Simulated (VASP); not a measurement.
# K (Fm-3m) in VASP: equation of state

How stiff is K in PBE, and what volume does it want? The cell is scaled to several volumes.

Program: VASP 6.6.1. These are calculated values, not measurements. Logs are shortened: lines on timing, memory, paths and dates and some standing lists are left out, and cuts for length are marked.

### Step 1. The structure

The structure is cubic, space group Fm-3m (No. 225). Conventional cell: a = 6.784 Å, b = 6.784 Å, c = 6.784 Å, α = 90.00°, β = 90.00°, γ = 90.00°.

This isn't the form of K at room conditions, which is bcc.

### Step 2. Equation of state, PBE, 73.36 Å³/atom (volume scaled by 0.94)

File INCAR:

```
ALGO     = Normal         # electronic algorithm
EDIFF    = 1E-7           # SCF threshold, eV
ENCUT    = 520            # plane-wave cutoff, eV
GGA      = PE             # functional
ISIF     = 2              # what is computed and relaxed
ISMEAR   = -1             # smearing method
LASPH    = True           # aspherical terms in the spheres
LCHARG   = False          # write CHGCAR
LREAL    = False          # projectors in reciprocal space
LWAVE    = False          # write WAVECAR
NBANDS   = 10             # bands
NELM     = 60             # most SCF steps
PREC     = Accurate       # precision mode
SIGMA    = 0.05           # smearing width, eV
```

File KPOINTS:

```
k-points
0
Gamma
  7 7 7
```

File POSCAR:

```
K
1.0
    0.0000000000      3.3226314950      3.3226314950
    3.3226314950      0.0000000000      3.3226314950
    3.3226314950      3.3226314950      0.0000000000
K
1
Direct
    0.0000000000      0.0000000000      0.0000000000
```

Potentials or basis: VASP PAW PBE potentials, release 64 (K_sv).

Command:

```console
> cat potpaw_PBE.64/K_sv/POTCAR > POTCAR
> mpirun -np 1 vasp_std > vasp.out
```

OUTCAR:

```text
EDIFF = 1E-7
   ENCUT = 520
   GGA = PE
   ISIF = 2
   ISMEAR = -1
   LASPH = True
   LREAL = False
   NELM = 60
   PREC = Accurate

 ion  position               nearest neighbor table
   1  0.000  0.000  0.000-

  LATTYP: Found a face centered cubic cell.
 ALAT       =     6.6452629900

  Lattice vectors:

 A1 = (   0.0000000000,   3.3226314950,   3.3226314950)
 A2 = (   3.3226314950,   0.0000000000,   3.3226314950)
 A3 = (   3.3226314950,   3.3226314950,   0.0000000000)

Analysis of symmetry for initial positions (statically):
=====================================================================
 Subroutine PRICEL returns:
 Original cell was already a primitive cell.

 Routine SETGRP: Setting up the symmetry group for a
 face centered cubic supercell.

 Subroutine GETGRP returns: Found 48 space group operations
 (whereof 48 operations were pure point group operations)
 out of a pool of 48 trial point group operations.

The static configuration has the point symmetry O_h .

Analysis of symmetry for dynamics (positions and initial velocities):
=====================================================================
 Subroutine PRICEL returns:
 Original cell was already a primitive cell.

 Routine SETGRP: Setting up the symmetry group for a
 face centered cubic supercell.

 Subroutine GETGRP returns: Found 48 space group operations
 (whereof 48 operations were pure point group operations)
 out of a pool of 48 trial point group operations.

The dynamic configuration has the point symmetry O_h .

 Subroutine INISYM returns: Found 48 space group operations
 (whereof 48 operations are pure point group operations),
 and found     1 'primitive' translations

----------------------------------------------------------------------------------------

                                     Primitive cell

  volume of cell :      73.3629

  direct lattice vectors                    reciprocal lattice vectors
     0.000000000  3.322631495  3.322631495    -0.150483134  0.150483134  0.150483134
     3.322631495  0.000000000  3.322631495     0.150483134 -0.150483134  0.150483134
     3.322631495  3.322631495  0.000000000     0.150483134  0.150483134 -0.150483134

  length of vectors
     4.698910523  4.698910523  4.698910523     0.260644434  0.260644434  0.260644434

  position of ions in fractional coordinates (direct lattice)
     0.000000000  0.000000000  0.000000000

  ion indices of the primitive-cell ions
   primitive index   ion index
                 1           1

----------------------------------------------------------------------------------------

 KPOINTS: k-points

Automatic generation of k-mesh.
 Grid dimensions read from file:
 generate k-points for:    7    7    7

 Generating k-lattice:

  Cartesian coordinates                     Fractional coordinates (reciprocal lattice)
    -0.021497591  0.021497591  0.021497591     0.142857143  0.000000000  0.000000000
     0.021497591 -0.021497591  0.021497591     0.000000000  0.142857143  0.000000000
     0.021497591  0.021497591 -0.021497591     0.000000000  0.000000000  0.142857143

  Length of vectors
     0.037234919  0.037234919  0.037234919

  Shift w.r.t. Gamma in fractional coordinates (k-lattice)
     0.000000000  0.000000000  0.000000000

 Subroutine IBZKPT returns following result:
 ===========================================

 Found     20 irreducible k-points:

 Following reciprocal coordinates:
            Coordinates               Weight
  0.000000  0.000000  0.000000      1.000000
  0.142857  0.000000  0.000000      8.000000
  0.285714  0.000000  0.000000      8.000000
  0.428571  0.000000  0.000000      8.000000
  0.142857  0.142857  0.000000      6.000000
  0.285714  0.142857  0.000000     24.000000
[... 12 lines left out ...]
 -0.428571  0.428571  0.142857     24.000000
 -0.285714  0.428571  0.142857     24.000000
   k-points           NKPTS =     20   k-points in BZ     NKDIM =     20   number of bands    NBANDS=     10
   number of dos      NEDOS =    301   number of ions     NIONS =      1
   total plane-waves  NPLWV =  46656
   dimension x,y,z NGX =    36 NGY =   36 NGZ =   36
   dimension x,y,z NGXF=    72 NGYF=   72 NGZF=   72
   ions per type =               1
   NGX,Y,Z   is equivalent  to a cutoff of  12.74, 12.74, 12.74 a.u.
   NGXF,Y,Z  is equivalent  to a cutoff of  25.47, 25.47, 25.47 a.u.
 SYSTEM =  unknown system
   PREC   = accura    normal or accurate (medium, high low for compatibility)
   ISTART =      0    job   : 0-new  1-cont  2-samecut
   ICHARG =      2    charge: 1-file 2-atom 10-const
   ISPIN  =      1    spin polarized calculation?
   LNONCOLLINEAR =      F non collinear calculations
   LSORBIT =      F    spin-orbit coupling
   LASPH  =      T    aspherical Exc in radial PAW
   ENCUT  =  520.0 eV  38.22 Ry    6.18 a.u.   8.74  8.74  8.74*2*pi/ulx,y,z
   NELM   =     60;   NELMIN=  2; NELMDL= -5     # of ELM steps
   EDIFF  = 0.1E-06   stopping-criterion for ELM
   LREAL  =      F    real-space projection
   EDIFFG = 0.1E-05   stopping-criterion for IOM
   NSW    =      0    number of steps for IOM
   IBRION =     -1    ionic relax: 0-MD 1-quasi-New 2-CG
   NFREE  =      0    steps in history (QN), initial steepest desc. (CG)
   ISIF   =      2    stress and relaxation
   ISYM   =      2    0-nonsym 1-usesym 2-fastsym
   POTIM  = 0.5000    time-step for ionic-motion
   TEBEG  =    0.0;   TEEND  =   0.0 temperature during run
   PSTRESS=    0.0 pullay stress
   NELECT =       9.0000    total number of electrons
   NUPDOWN=      -1.0000    fix difference up-down
   EMIN   =  10.00;   EMAX   =-10.00  energy-range for DOS
   EFERMI =   0.00;   METHOD = LEGACY
   ISMEAR =    -1;   SIGMA  =   0.05  broadening in eV -4-tet -1-fermi 0-gaus
   EFERMI_NEDOS =   21; number of points for ismear=-14 and -15
   IALGO  =     38    algorithm
   IMIX   =      4    mixing-type and parameters
     AMIX     =   0.40;   BMIX     =  1.00
     AMIX_MAG =   1.60;   BMIX_MAG =  1.00
  volume/ion in A,a.u.               =      73.36       495.08
  Fermi-wavevector in a.u.,A,eV,Ry     =   0.813449  1.537195  9.002958  0.661699
  Thomas-Fermi vector in A             =   1.923176
   LORBIT       =      0    0 simple, 1 ext, 2 COOP (PROOUT), +10 PAW based schemes
   GGA     = PE    functional components
   LHFCALC =     F    Hartree Fock is set to
   AEXX    =    0.0000 exact exchange contribution
   IVDW    =     0    specifies the selected vdW correction
   LEPSILON=     F    determine dielectric tensor
   LRPA    =     F    only Hartree local field effects (RPA)
 non-spin polarized calculation
  energy-cutoff  :      520.00
  volume of cell :       73.36
 maximum number of plane-waves:      1992
   NGX = 17   NGY = 17   NGZ = 17

 number of electron       8.9999998 magnetization

 Free energy of the ion-electron system (eV)
  ---------------------------------------------------
  ext. energy  EPLUGINS =         0.00000000
  ---------------------------------------------------
  free energy    TOTEN  =        -1.05913512 eV

  energy without entropy =       -1.05647231  energy(sigma->0) =       -1.05780372

 E-fermi :  -0.0359     XC(G=0):  -5.6568

 val. band max:       -0.2955397017   @ k =   0.4286   0.2857   0.0000
 cond. band min:       0.0351586761   @ k =  -0.2857   0.2857   0.0000
 fundamental gap:      0.3306983778
 Fermi energy:        -0.0358838219

 k-point     1 :       0.0000    0.0000    0.0000
  band No.  band energies     occupation
      1     -32.2408      2.00000
      2     -15.6912      2.00000
      3     -15.6912      2.00000
      4     -15.6912      2.00000
      5      -2.2750      2.00000
      6       4.0985      0.00000
      7       4.0985      0.00000
      8       4.0985      0.00000
      9       5.3513      0.00000
     10       5.3513      0.00000

 k-point     2 :       0.1429    0.0000    0.0000
  band No.  band energies     occupation
      1     -32.2401      2.00000
      2     -15.7039      2.00000
      3     -15.6929      2.00000
      4     -15.6929      2.00000
      5      -2.0361      2.00000
      6       3.4936      0.00000
      7       4.1740      0.00000
      8       4.1740      0.00000
      9       5.1826      0.00000
     10       5.1826      0.00000

 k-point     3 :       0.2857    0.0000    0.0000
  band No.  band energies     occupation
      1     -32.2385      2.00000
      2     -15.7324      2.00000
      3     -15.6969      2.00000
      4     -15.6969      2.00000
      5      -1.3496      2.00000
      6       2.3100      0.00000
      7       4.1078      0.00000
      8       4.1078      0.00000
      9       5.3254      0.00000
     10       5.3254      0.00000

 k-point     4 :       0.4286    0.0000    0.0000
  band No.  band energies     occupation
      1     -32.2372      2.00000
      2     -15.7549      2.00000
      3     -15.7000      2.00000
      4     -15.7000      2.00000
      5      -0.3059      1.99102
      6       0.9896      0.00000
      7       3.9134      0.00000
      8       3.9134      0.00000
      9       5.9663      0.00000
     10       5.9964      0.00000

 k-point     5 :       0.1429    0.1429    0.0000
  band No.  band energies     occupation
      1     -32.2398      2.00000
      2     -15.7035      2.00000
      3     -15.6958      2.00000
      4     -15.6958      2.00000
      5      -1.9573      2.00000
      6       3.5286      0.00000
      7       4.1417      0.00000
      8       4.1417      0.00000
      9       4.6118      0.00000
     10       5.4807      0.00000

 k-point     6 :       0.2857    0.1429    0.0000
  band No.  band energies     occupation
      1     -32.2385      2.00000
      2     -15.7245      2.00000
      3     -15.7004      2.00000
      4     -15.6997      2.00000
      5      -1.4220      2.00000
      6       2.7397      0.00000
      7       3.7798      0.00000
      8       4.1635      0.00000
      9       4.6425      0.00000
     10       5.6295      0.00000
[... 131 lines left out ...]
 k-point    17 :       0.4286    0.2857    0.1429
  band No.  band energies     occupation
      1     -32.2373      2.00000
      2     -15.7364      2.00000
      3     -15.7124      2.00000
      4     -15.7026      2.00000
      5      -0.7694      2.00000
      6       2.3496      0.00000
      7       2.8987      0.00000
      8       4.1906      0.00000
      9       4.7956      0.00000
     10       6.0126      0.00000

 k-point    18 :      -0.4286    0.2857    0.1429
  band No.  band energies     occupation
      1     -32.2364      2.00000
      2     -15.7452      2.00000
      3     -15.7207      2.00000
      4     -15.7069      2.00000
      5       0.2232      0.01118
      6       1.3968      0.00000
      7       2.5751      0.00000
      8       3.8600      0.00000
      9       5.1495      0.00000
     10       5.7799      0.00000

 k-point    19 :      -0.4286    0.4286    0.1429
  band No.  band energies     occupation
      1     -32.2360      2.00000
      2     -15.7460      2.00000
      3     -15.7217      2.00000
      4     -15.7141      2.00000
      5       0.5102      0.00004
      6       1.8711      0.00000
      7       1.9874      0.00000
      8       3.6017      0.00000
      9       5.1951      0.00000
     10       5.8244      0.00000

 k-point    20 :      -0.2857    0.4286    0.1429
  band No.  band energies     occupation
      1     -32.2359      2.00000
      2     -15.7377      2.00000
      3     -15.7336      2.00000
      4     -15.7130      2.00000
      5       1.0888      0.00000
      6       1.5630      0.00000
      7       1.6513      0.00000
      8       3.3152      0.00000
      9       5.3076      0.00000
     10       5.8861      0.00000

------------------------ aborting loop because EDIFF is reached ----------------------------------------

  FORCE on cell =-STRESS in cart. coord.  units (eV):
  Direction    XX          YY          ZZ          XY          YZ          ZX
  --------------------------------------------------------------------------------------
  -------------------------------------------------------------------------------------
  Total        0.0011563      0.0011563      0.0011563      0.0000000      0.0000000      0.0000000
  in kB        0.0252533      0.0252533      0.0252533      0.0000000      0.0000000      0.0000000
  external PRESSURE =       0.0252533 kB  Pullay stress =       0.0000000 kB

 VOLUME and BASIS-vectors are now :
 -----------------------------------------------------------------------------
  energy-cutoff  :      520.00
  volume of cell :       73.36
      direct lattice vectors                 reciprocal lattice vectors
     0.000000000  3.322631495  3.322631495    -0.150483134  0.150483134  0.150483134
     3.322631495  0.000000000  3.322631495     0.150483134 -0.150483134  0.150483134
     3.322631495  3.322631495  0.000000000     0.150483134  0.150483134 -0.150483134

 POSITION                                       TOTAL-FORCE (eV/Angst)
 -----------------------------------------------------------------------------------
      0.00000      0.00000      0.00000         0.000000     -0.000000     -0.000000
 -----------------------------------------------------------------------------------
    total drift:                               -0.000000      0.000000      0.000000

  FREE ENERGIE OF THE ION-ELECTRON SYSTEM (eV)
  ---------------------------------------------------
  free  energy   TOTEN  =        -1.0591351241 eV

  energy  without entropy=       -1.0564723081  energy(sigma->0) =       -1.05780372
```

It took 13 s on 1 thread of Intel Xeon 6975P-C (Granite Rapids), shared host; peak memory 0.18 GiB.

What came out:

| Quantity | Value |
| --- | --- |
| Free energy | -1.0591 eV |
| Pressure | 0.0 GPa |
| Band gap on the k mesh | none (metal or under the smearing width) |

### Step 3. Equation of state, PBE, 74.92 Å³/atom (volume scaled by 0.96)

File INCAR:

```
PREC = Accurate
ENCUT = 520
EDIFF = 1E-7
ISMEAR = -1
SIGMA = 0.05
LREAL = F
LASPH = T
NELM = 60
ALGO = Normal
ISIF = 2
LWAVE = F
LCHARG = F
GGA = PE
NBANDS = 10
```

File KPOINTS:

```
Automatic mesh
0
Gamma
  7 7 7
```

File POSCAR:

```
K
1.0
    0.0000000000      3.3460310793      3.3460310793
    3.3460310793      0.0000000000      3.3460310793
    3.3460310793      3.3460310793      0.0000000000
K
1
Direct
    0.0000000000      0.0000000000      0.0000000000
```

Potentials or basis: VASP PAW PBE potentials, release 64 (K_sv).

Command:

```console
> cat potpaw_PBE.64/K_sv/POTCAR > POTCAR
> mpirun -np 1 vasp_std > vasp.out
```

Wall time 12 s (1 thread of Intel Xeon 6975P-C (Granite Rapids), shared host); peak memory 0.17 GiB.

The run converged. Its results:

```yaml
Free_energy: -1.0589 eV
Pressure: -0.1 GPa
Band_gap_on_the_k_mesh: none (metal or under the smearing width)
```

### Step 4. Equation of state, PBE, 76.48 Å³/atom (volume scaled by 0.98)

File INCAR:

```
ALGO = Normal
EDIFF = 1E-7
ENCUT = 520
GGA = PE
ISIF = 2
ISMEAR = -1
LASPH = True
LCHARG = False
LREAL = False
LWAVE = False
NBANDS = 10
NELM = 100
PREC = Accurate
SIGMA = 0.05
```

File KPOINTS:

```
k-points
0
Gamma
  7 7 7
```

File POSCAR:

```
K
1.0
    0.0000000000      3.3691078850      3.3691078850
    3.3691078850      0.0000000000      3.3691078850
    3.3691078850      3.3691078850      0.0000000000
K
1
Direct
    0.0000000000      0.0000000000      0.0000000000
```

Command:

```console
> cat potpaw_PBE.64/K_sv/POTCAR > POTCAR
> mpirun -np 1 vasp_std > vasp.out
```

Wall time 11 s (1 thread of Intel Xeon 6975P-C (Granite Rapids), shared host); peak memory 0.18 GiB.

The run converged. Its results:

| Property | Result |
| --- | --- |
| Free energy | -1.0580 eV |
| Pressure | -0.1 GPa |
| Band gap on the k mesh | none (metal or under the smearing width) |

(Continued in part 2 of 2.)
